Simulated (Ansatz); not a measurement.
Trial structure of SiC, not yet relaxed:

```cif
data_structure
_symmetry_space_group_name_H-M 'I-43d'
_symmetry_Int_Tables_number 220
_cell_length_a 5.9588
_cell_length_b 5.9588
_cell_length_c 5.9588
_cell_angle_alpha 90.000
_cell_angle_beta 90.000
_cell_angle_gamma 90.000
_cell_volume 211.58
loop_
_atom_site_label
_atom_site_type_symbol
_atom_site_symmetry_multiplicity
_atom_site_Wyckoff_symbol
_atom_site_fract_x
_atom_site_fract_y
_atom_site_fract_z
_atom_site_occupancy
Si1 Si 12 a 0.75000 0.12500 0.00000 1
C1 C 12 b 0.12500 0.50000 0.25000 1
```

All numbers below come from DFT PBE, scalar-relativistic, plane waves, PAW (Ansatz 0.2.0). Plane waves to 420 eV, a k mesh through Γ of 4×4×4 on the computed 12-atom cell and Gaussian smearing (0.10 eV); no spin polarisation.

Energies over the elements count from the elements' standard structures at the same level, with no fitted energy shifts.

Task: Estimate its pressure, forces and energy as it stands.

Result: The pressure is 45.3 GPa (it wants to expand), the largest force is 0.00 eV/Å (symmetry fixes the atoms), and the energy is +0.48 eV/atom against the elements. The shortest distance is 1.82 Å.

Task: Is it a good guess?

Result: A fair one: relaxing gains about 0.19 eV/atom in 9 ionic steps and ends at +0.292 eV/atom on the finer mesh. The symmetry stays I-43d (No. 220). The volume per atom grows by 17.2 %, from 8.8 to 10.3 Å³. The shortest distance goes from 1.82 Å (Si–C) to 1.92 Å (Si–C). Conventional cell: a = 6.283 Å. Si has 4 C at 1.92 Å; C has 4 Si at 1.92 Å.

The last run used a 6×6×6 mesh for its 12-atom cell and Gaussian smearing of 0.02 eV. The reference form of C is held partly by dispersion forces, which this level lacks. The relaxation can't lower the symmetry of the start, and the grade says only how near the guess is to its own end. A structure relaxed within its symmetry needn't be a true minimum. Another cell of SiC relaxed alike, in Ibam, lies 79 meV/atom lower, so this cell isn't the stable form at this level.
